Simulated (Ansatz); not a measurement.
O: a sweep of one setting

```
CELL_PARAMETERS angstrom
0.00000 2.10755 3.34485
1.47835 0.00000 3.34485
1.47835 2.10755 0.00000
ATOMIC_POSITIONS crystal
O 0.08710 0.08710 0.91290
O 0.91290 0.91290 0.08710
```

Atoms are numbered in the order listed.

The conventional cell has a = 2.957 Å, b = 4.215 Å, c = 6.690 Å, α = 90.00°, β = 90.00°, γ = 90.00°. O (atom 1) has 1 O at 1.17 Å as nearest neighbours.

The geometry is COD entry 2106877, unchecked; take it as a test cell.

Solid oxygen carries moments on its molecules; these runs leave spin out.

All numbers below come from DFT, PBE, PAW with Ansatz's default frozen-core files, scalar-relativistic (Ansatz 0.2.0).

Settings: a Γ-centred 12×12×12 k mesh, Fermi–Dirac smearing of 0.03 eV, cutoff 420 eV, no spin polarisation. One setting is then changed at a time.

```csv
k mesh,free energy less the base's (meV/atom),P (GPa),force O1 z (eV/Å)
12×12×12 (base),0.0,12.87,3.781
4×4×4,?,14.20,3.785
6×6×6,-6.3,12.71,3.780
9×9×9,?,12.85,3.792
17×17×17,0.1,12.85,3.785
```

Q: Fill in "free energy less the base's (meV/atom)" for the row "4×4×4".

A: 46.4.

Q: Fill in "free energy less the base's (meV/atom)" for the row "9×9×9".

A: 1.6.
